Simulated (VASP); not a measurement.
# BeTe (F-43m) in VASP: notebook

One crystal, BeTe, is run at these levels: PBEsol, PBE; tasks: single point, equation of state.

All numbers are computed with VASP 6.6.1; they aren't measurements. Logs are shortened: lines on timing, memory, paths and dates and some standing lists are left out, and cuts for length are marked.

## 1. Starting point

It takes space group F-43m (No. 216, cubic). Conventional cell: a = 5.540 Å, b = 5.540 Å, c = 5.540 Å, α = 90.00°, β = 90.00°, γ = 90.00°. Te (site symmetry -43m) has 4 Be at 2.40 Å as nearest neighbours. Be (site symmetry -43m) is surrounded by 4 Te at 2.40 Å.

## 2. Single point, PBEsol

File INCAR:

```
  PREC = Accurate
  ENCUT = 520
  EDIFF = 1E-7
  ISMEAR = -1
  SIGMA = 0.05
  LREAL = False
  LASPH = True
  NELM = 80
  ALGO = Normal
  ISIF = 2
  LWAVE = False
  LCHARG = True
  GGA = PS
  LELF = True
  LVHAR = True
  NBANDS = 11
```

File KPOINTS:

```
regular mesh
0
Gamma
  8 8 8
```

File POSCAR:

```
BeTe
1.0
    0.0000000000      2.7700000000      2.7700000000
    2.7700000000      0.0000000000      2.7700000000
    2.7700000000      2.7700000000      0.0000000000
Te Be
1 1
Direct
    0.7500000000      0.7500000000      0.7500000000
    0.0000000000      0.0000000000      0.0000000000
```

Potentials or basis: VASP PAW PBE potentials, release 64 (Te, Be).

Launch:

```bash
$ cat potpaw_PBE.64/Te/POTCAR potpaw_PBE.64/Be/POTCAR > POTCAR
$ mpirun -np 1 vasp_std > vasp.out
```

OUTCAR:

```text
PREC = Accurate
   ENCUT = 520
   EDIFF = 1E-7
   ISMEAR = -1
   LREAL = False
   LASPH = True
   NELM = 80
   ISIF = 2
   GGA = PS

 ion  position               nearest neighbor table
   1  0.750  0.750  0.750-   2 2.40   2 2.40   2 2.40   2 2.40
   2  0.000  0.000  0.000-   1 2.40   1 2.40   1 2.40   1 2.40

  LATTYP: Found a face centered cubic cell.
 ALAT       =     5.5400000000

  Lattice vectors:

 A1 = (   0.0000000000,   2.7700000000,   2.7700000000)
 A2 = (   2.7700000000,   0.0000000000,   2.7700000000)
 A3 = (   2.7700000000,   2.7700000000,   0.0000000000)

Analysis of symmetry for initial positions (statically):
=====================================================================
 Subroutine PRICEL returns:
 Original cell was already a primitive cell.

 Routine SETGRP: Setting up the symmetry group for a
 face centered cubic supercell.

 Subroutine GETGRP returns: Found 24 space group operations
 (whereof 24 operations were pure point group operations)
 out of a pool of 48 trial point group operations.

The static configuration has the point symmetry T_d .

Analysis of symmetry for dynamics (positions and initial velocities):
=====================================================================
 Subroutine PRICEL returns:
 Original cell was already a primitive cell.

 Routine SETGRP: Setting up the symmetry group for a
 face centered cubic supercell.

 Subroutine GETGRP returns: Found 24 space group operations
 (whereof 24 operations were pure point group operations)
 out of a pool of 48 trial point group operations.

The dynamic configuration has the point symmetry T_d .

 Subroutine INISYM returns: Found 24 space group operations
 (whereof 24 operations are pure point group operations),
 and found     1 'primitive' translations

----------------------------------------------------------------------------------------

                                     Primitive cell

  volume of cell :      42.5079

  direct lattice vectors                    reciprocal lattice vectors
     0.000000000  2.770000000  2.770000000    -0.180505415  0.180505415  0.180505415
     2.770000000  0.000000000  2.770000000     0.180505415 -0.180505415  0.180505415
     2.770000000  2.770000000  0.000000000     0.180505415  0.180505415 -0.180505415

  length of vectors
     3.917371568  3.917371568  3.917371568     0.312644550  0.312644550  0.312644550

  position of ions in fractional coordinates (direct lattice)
     0.750000000  0.750000000  0.750000000
     0.000000000  0.000000000  0.000000000

  ion indices of the primitive-cell ions
   primitive index   ion index
                 1           1
                 2           2

----------------------------------------------------------------------------------------

 KPOINTS: regular mesh

Automatic generation of k-mesh.
 Grid dimensions read from file:
 generate k-points for:    8    8    8

 Generating k-lattice:

  Cartesian coordinates                     Fractional coordinates (reciprocal lattice)
    -0.022563177  0.022563177  0.022563177     0.125000000  0.000000000  0.000000000
     0.022563177 -0.022563177  0.022563177     0.000000000  0.125000000  0.000000000
     0.022563177  0.022563177 -0.022563177     0.000000000  0.000000000  0.125000000

  Length of vectors
     0.039080569  0.039080569  0.039080569

  Shift w.r.t. Gamma in fractional coordinates (k-lattice)
     0.000000000  0.000000000  0.000000000

 Subroutine IBZKPT returns following result:
 ===========================================

 Found     29 irreducible k-points:

 Following reciprocal coordinates:
            Coordinates               Weight
  0.000000  0.000000  0.000000      1.000000
  0.125000  0.000000  0.000000      8.000000
  0.250000  0.000000  0.000000      8.000000
  0.375000  0.000000  0.000000      8.000000
  0.500000  0.000000  0.000000      4.000000
  0.125000  0.125000  0.000000      6.000000
[... 16 lines left out ...]
  0.500000  0.250000  0.125000     48.000000
 -0.375000  0.250000  0.125000     24.000000
 [... further k-points ...]
   k-points           NKPTS =     29   k-points in BZ     NKDIM =     29   number of bands    NBANDS=     11
   number of dos      NEDOS =    301   number of ions     NIONS =      2
   total plane-waves  NPLWV =  27000
   dimension x,y,z NGX =    30 NGY =   30 NGZ =   30
   dimension x,y,z NGXF=    60 NGYF=   60 NGZF=   60
   ions per type =               1   1
   NGX,Y,Z   is equivalent  to a cutoff of  12.73, 12.73, 12.73 a.u.
   NGXF,Y,Z  is equivalent  to a cutoff of  25.46, 25.46, 25.46 a.u.
 SYSTEM =  unknown system
   PREC   = accura    normal or accurate (medium, high low for compatibility)
   ISTART =      0    job   : 0-new  1-cont  2-samecut
   ICHARG =      2    charge: 1-file 2-atom 10-const
   ISPIN  =      1    spin polarized calculation?
   LNONCOLLINEAR =      F non collinear calculations
   LSORBIT =      F    spin-orbit coupling
   LASPH  =      T    aspherical Exc in radial PAW
   ENCUT  =  520.0 eV  38.22 Ry    6.18 a.u.   7.28  7.28  7.28*2*pi/ulx,y,z
   NELM   =     80;   NELMIN=  2; NELMDL= -5     # of ELM steps
   EDIFF  = 0.1E-06   stopping-criterion for ELM
   LREAL  =      F    real-space projection
   EDIFFG = 0.1E-05   stopping-criterion for IOM
   NSW    =      0    number of steps for IOM
   IBRION =     -1    ionic relax: 0-MD 1-quasi-New 2-CG
   NFREE  =      0    steps in history (QN), initial steepest desc. (CG)
   ISIF   =      2    stress and relaxation
   ISYM   =      2    0-nonsym 1-usesym 2-fastsym
   POTIM  = 0.5000    time-step for ionic-motion
   TEBEG  =    0.0;   TEEND  =   0.0 temperature during run
   PSTRESS=    0.0 pullay stress
   NELECT =       8.0000    total number of electrons
   NUPDOWN=      -1.0000    fix difference up-down
   EMIN   =  10.00;   EMAX   =-10.00  energy-range for DOS
   EFERMI =   0.00;   METHOD = LEGACY
   ISMEAR =    -1;   SIGMA  =   0.05  broadening in eV -4-tet -1-fermi 0-gaus
   EFERMI_NEDOS =   21; number of points for ismear=-14 and -15
   IALGO  =     38    algorithm
   IMIX   =      4    mixing-type and parameters
     AMIX     =   0.40;   BMIX     =  1.00
     AMIX_MAG =   1.60;   BMIX_MAG =  1.00
  volume/ion in A,a.u.               =      21.25       143.43
  Fermi-wavevector in a.u.,A,eV,Ry     =   0.938170  1.772885 11.975354  0.880164
  Thomas-Fermi vector in A             =   2.065355
   LORBIT       =      0    0 simple, 1 ext, 2 COOP (PROOUT), +10 PAW based schemes
   GGA     = PS    functional components
   LHFCALC =     F    Hartree Fock is set to
   AEXX    =    0.0000 exact exchange contribution
   IVDW    =     0    specifies the selected vdW correction
   LEPSILON=     F    determine dielectric tensor
   LRPA    =     F    only Hartree local field effects (RPA)
 non-spin polarized calculation
  energy-cutoff  :      520.00
  volume of cell :       42.51
 maximum number of plane-waves:      1162
 NGX is ok and might be reduce to    30
   NGX = 15   NGY = 15   NGZ = 15

 number of electron       8.0000000 magnetization

 Free energy of the ion-electron system (eV)
  ---------------------------------------------------
  ext. energy  EPLUGINS =         0.00000000
  ---------------------------------------------------
  free energy    TOTEN  =        -8.20297515 eV

  energy without entropy =       -8.20297515  energy(sigma->0) =       -8.20297515

 E-fermi :   6.4305     XC(G=0):  -9.3980

 val. band max:        5.5698750811   @ k =   0.0000   0.0000   0.0000
 cond. band min:       7.2980816108   @ k =   0.5000   0.5000   0.0000
 fundamental gap:      1.7282065296
 Fermi energy:         6.4304706597

 k-point     1 :       0.0000    0.0000    0.0000
  band No.  band energies     occupation
      1      -7.1002      2.00000
      2       5.5699      2.00000
      3       5.5699      2.00000
      4       5.5699      2.00000
      5       9.1238      0.00000
      6       9.1238      0.00000
      7       9.1238      0.00000
      8       9.6658      0.00000
      9      13.8357      0.00000
     10      15.9171      0.00000
     11      15.9171      0.00000

 k-point     2 :       0.1250    0.0000    0.0000
  band No.  band energies     occupation
      1      -6.9413      2.00000
      2       4.1747      2.00000
      3       5.3110      2.00000
      4       5.3110      2.00000
      5       9.1443      0.00000
      6       9.4937      0.00000
      7       9.4937      0.00000
      8      10.9279      0.00000
      9      14.2493      0.00000
     10      14.8751      0.00000
     11      14.8751      0.00000

 k-point     3 :       0.2500    0.0000    0.0000
  band No.  band energies     occupation
      1      -6.4997      2.00000
      2       2.0503      2.00000
      3       4.8374      2.00000
      4       4.8374      2.00000
      5       8.9516      0.00000
      6      10.0415      0.00000
      7      10.0415      0.00000
      8      12.7904      0.00000
      9      14.5723      0.00000
     10      14.5940      0.00000
     11      14.5940      0.00000

 k-point     4 :       0.3750    0.0000    0.0000
  band No.  band energies     occupation
      1      -5.9281      2.00000
      2       0.3587      2.00000
      3       4.4781      2.00000
      4       4.4781      2.00000
      5       8.7940      0.00000
      6      10.1471      0.00000
      7      10.1471      0.00000
      8      13.3036      0.00000
      9      15.5198      0.00000
     10      15.7162      0.00000
     11      15.7162      0.00000

 k-point     5 :       0.5000    0.0000    0.0000
  band No.  band energies     occupation
      1      -5.6229      2.00000
      2      -0.3311      2.00000
      3       4.3499      2.00000
      4       4.3499      2.00000
      5       8.7381      0.00000
      6      10.1006      0.00000
      7      10.1006      0.00000
      8      13.2123      0.00000
      9      16.6306      0.00000
     10      17.2221      0.00000
     11      17.2221      0.00000
[... 211 lines left out ...]
 k-point    21 :       0.5000    0.5000    0.0000
  band No.  band energies     occupation
      1      -5.0810      2.00000
      2       0.1685      2.00000
      3       2.7207      2.00000
      4       2.7207      2.00000
      5       7.2981      0.00000
      6       8.1104      0.00000
      7      15.5912      0.00000
      8      15.5912      0.00000
      9      17.3718      0.00000
     10      19.0269      0.00000
     11      19.1721      0.00000

 k-point    22 :       0.3750    0.2500    0.1250
  band No.  band energies     occupation
      1      -6.1326      2.00000
      2       1.8110      2.00000
      3       3.1358      2.00000
      4       4.2433      2.00000
      5       9.0870      0.00000
      6      10.5680      0.00000
      7      10.8498      0.00000
      8      11.9687      0.00000
      9      14.7694      0.00000
     10      16.2085      0.00000
     11      16.8955      0.00000

 k-point    23 :       0.5000    0.2500    0.1250
  band No.  band energies     occupation
      1      -5.6214      2.00000
      2       0.6687      2.00000
      3       2.5806      2.00000
      4       3.7460      2.00000
      5       9.5472      0.00000
      6      10.2649      0.00000
      7      11.5299      0.00000
      8      12.5962      0.00000
      9      15.5086      0.00000
     10      16.0459      0.00000
     11      17.9415      0.00000

 k-point    24 :      -0.3750    0.2500    0.1250
  band No.  band energies     occupation
      1      -5.3583      2.00000
      2       0.1248      2.00000
      3       2.4747      2.00000
      4       3.5025      2.00000
      5       9.6902      0.00000
      6       9.9664      0.00000
      7      12.3813      0.00000
      8      13.4460      0.00000
      9      14.0820      0.00000
     10      17.2171      0.00000
     11      17.5788      0.00000

 [... further k-points ...]

------------------------ aborting loop because EDIFF is reached ----------------------------------------

  FORCE on cell =-STRESS in cart. coord.  units (eV):
  Direction    XX          YY          ZZ          XY          YZ          ZX
  --------------------------------------------------------------------------------------
  -------------------------------------------------------------------------------------
  Total        0.6736885      0.6736885      0.6736885      0.0000000      0.0000000      0.0000000
  in kB       25.3922040     25.3922040     25.3922040      0.0000000      0.0000000      0.0000000
  external PRESSURE =      25.3922040 kB  Pullay stress =       0.0000000 kB

 VOLUME and BASIS-vectors are now :
 -----------------------------------------------------------------------------
  energy-cutoff  :      520.00
  volume of cell :       42.51
      direct lattice vectors                 reciprocal lattice vectors
     0.000000000  2.770000000  2.770000000    -0.180505415  0.180505415  0.180505415
     2.770000000  0.000000000  2.770000000     0.180505415 -0.180505415  0.180505415
     2.770000000  2.770000000  0.000000000     0.180505415  0.180505415 -0.180505415

 POSITION                                       TOTAL-FORCE (eV/Angst)
 -----------------------------------------------------------------------------------
      4.15500      4.15500      4.15500        -0.000000     -0.000000     -0.000000
      0.00000      0.00000      0.00000         0.000000      0.000000      0.000000
 -----------------------------------------------------------------------------------
    total drift:                               -0.000000     -0.000000     -0.000000

  FREE ENERGIE OF THE ION-ELECTRON SYSTEM (eV)
  ---------------------------------------------------
  free  energy   TOTEN  =        -8.2029751468 eV

  energy  without entropy=       -8.2029751461  energy(sigma->0) =       -8.20297515
```

Wall time 17 s (1 thread of Intel Xeon Platinum 8488C (Sapphire Rapids), shared host); peak memory 0.16 GiB.

Results:

```yaml
Free_energy: -8.2030 eV
Pressure: 2.5 GPa
Band_gap_on_the_k_mesh: 1.73 eV, indirect (least direct gap 3.55 eV)
```

Caveat: the PAW data sets were made with another functional, which shifts forces and pressure a little; spin-orbit coupling is left out, which moves the levels of the heavy elements. A k mesh can miss the band edges.

## 3. Equation of state, PBEsol, 19.98 Å³/atom (volume scaled by 0.94)

INCAR: that of step 2 with these lines changed.

```diff
@@ -11,6 +11,4 @@
   LWAVE = False
-  LCHARG = True
+  LCHARG = False
   GGA = PS
-  LELF = True
-  LVHAR = True
   NBANDS = 11
```

KPOINTS is that of step 2.

File POSCAR:

```
BeTe
1.0
    0.0000000000      2.7134535211      2.7134535211
    2.7134535211      0.0000000000      2.7134535211
    2.7134535211      2.7134535211      0.0000000000
Te Be
1 1
Direct
    0.7500000000      0.7500000000      0.7500000000
    0.0000000000      0.0000000000      0.0000000000
```

Potentials or basis: VASP PAW PBE potentials, release 64 (Te, Be).

Launch:

```bash
$ cat potpaw_PBE.64/Te/POTCAR potpaw_PBE.64/Be/POTCAR > POTCAR
$ mpirun -np 1 vasp_std > vasp.out
```

OUTCAR:

```text
PREC = Accurate
   ENCUT = 520
   EDIFF = 1E-7
   ISMEAR = -1
   LREAL = False
   LASPH = True
   NELM = 80
   ISIF = 2
   GGA = PS

 Found     29 irreducible k-points:

 Following reciprocal coordinates:
            Coordinates               Weight
  0.000000  0.000000  0.000000      1.000000
  0.125000  0.000000  0.000000      8.000000
  0.250000  0.000000  0.000000      8.000000
  0.375000  0.000000  0.000000      8.000000
  0.500000  0.000000  0.000000      4.000000
  0.125000  0.125000  0.000000      6.000000
   k-points           NKPTS =     29   k-points in BZ     NKDIM =     29   number of bands    NBANDS=     11
   number of dos      NEDOS =    301   number of ions     NIONS =      2
   total plane-waves  NPLWV =  27000
   dimension x,y,z NGX =    30 NGY =   30 NGZ =   30
   dimension x,y,z NGXF=    60 NGYF=   60 NGZF=   60
   ions per type =               1   1
   NGX,Y,Z   is equivalent  to a cutoff of  13.00, 13.00, 13.00 a.u.
   NGXF,Y,Z  is equivalent  to a cutoff of  25.99, 25.99, 25.99 a.u.
 SYSTEM =  unknown system
   PREC   = accura    normal or accurate (medium, high low for compatibility)
   ISTART =      0    job   : 0-new  1-cont  2-samecut
   ICHARG =      2    charge: 1-file 2-atom 10-const
   ISPIN  =      1    spin polarized calculation?
   LNONCOLLINEAR =      F non collinear calculations
[... 67 lines left out ...]
      6       9.8078      0.00000
      7       9.8078      0.00000
      8      10.8961      0.00000
      9      14.6726      0.00000
     10      16.8018      0.00000
     11      16.8018      0.00000
[... 57 lines left out ...]
 k-point     6 :       0.1250    0.1250    0.0000
  band No.  band energies     occupation
      1      -6.5729      2.00000
      2       5.1655      2.00000
      3       5.5077      2.00000
      4       5.5077      2.00000
      5       9.3770      0.00000
      6      10.9448      0.00000
      7      10.9448      0.00000
      8      11.8444      0.00000
      9      14.4095      0.00000
     10      15.6205      0.00000
     11      17.0556      0.00000

 [... further k-points ...]

------------------------ aborting loop because EDIFF is reached ----------------------------------------

  FORCE on cell =-STRESS in cart. coord.  units (eV):
  Direction    XX          YY          ZZ          XY          YZ          ZX
  --------------------------------------------------------------------------------------
  -------------------------------------------------------------------------------------
  Total        1.8530972      1.8530972      1.8530972     -0.0000000     -0.0000000     -0.0000000
  in kB       74.3039032     74.3039032     74.3039032     -0.0000000     -0.0000000     -0.0000000
  external PRESSURE =      74.3039032 kB  Pullay stress =       0.0000000 kB

 VOLUME and BASIS-vectors are now :
 -----------------------------------------------------------------------------
  energy-cutoff  :      520.00
  volume of cell :       39.96
      direct lattice vectors                 reciprocal lattice vectors
     0.000000000  2.713453521  2.713453521    -0.184267022  0.184267022  0.184267022
     2.713453521  0.000000000  2.713453521     0.184267022 -0.184267022  0.184267022
     2.713453521  2.713453521  0.000000000     0.184267022  0.184267022 -0.184267022

 POSITION                                       TOTAL-FORCE (eV/Angst)
 -----------------------------------------------------------------------------------
      4.07018      4.07018      4.07018        -0.000000     -0.000000      0.000000
      0.00000      0.00000      0.00000         0.000000      0.000000     -0.000000
 -----------------------------------------------------------------------------------
    total drift:                               -0.000000     -0.000000     -0.000000

  FREE ENERGIE OF THE ION-ELECTRON SYSTEM (eV)
  ---------------------------------------------------
  free  energy   TOTEN  =        -8.1254868475 eV

  energy  without entropy=       -8.1254868441  energy(sigma->0) =       -8.12548685
```

Run time: 15 s. Hardware: 1 thread of Intel Xeon Platinum 8488C (Sapphire Rapids), shared host; peak memory 0.17 GiB.

What came out:

```
Free energy            : -8.1255 eV
Pressure               : 7.4 GPa
Band gap on the k mesh : 1.56 eV, indirect (least direct gap 3.49 eV)
```

Caveat: the PAW data sets were made with another functional, which shifts forces and pressure a little; spin-orbit coupling is left out, which moves the levels of the heavy elements.

## 4. Equation of state, PBEsol, 20.40 Å³/atom (volume scaled by 0.96)

INCAR is that of step 3.

KPOINTS is that of step 3.

File POSCAR:

```
BeTe
1.0
    0.0000000000      2.7325629784      2.7325629784
    2.7325629784      0.0000000000      2.7325629784
    2.7325629784      2.7325629784      0.0000000000
Te Be
1 1
Direct
    0.7500000000      0.7500000000      0.7500000000
    0.0000000000      0.0000000000      0.0000000000
```

Launch:

```bash
$ cat potpaw_PBE.64/Te/POTCAR potpaw_PBE.64/Be/POTCAR > POTCAR
$ mpirun -np 1 vasp_std > vasp.out
```

Run time: 18 s. Hardware: 1 thread of Intel Xeon Platinum 8488C (Sapphire Rapids), shared host; peak memory 0.17 GiB.

It converged, with:

* Free energy: -8.1601 eV
* Pressure: 5.6 GPa
* Band gap on the k mesh: 1.62 eV, indirect (least direct gap 3.51 eV)

Caveat: the PAW data sets were made with another functional, which shifts forces and pressure a little; spin-orbit coupling is left out, which moves the levels of the heavy elements.

(Part 1 of 2 ends here.)
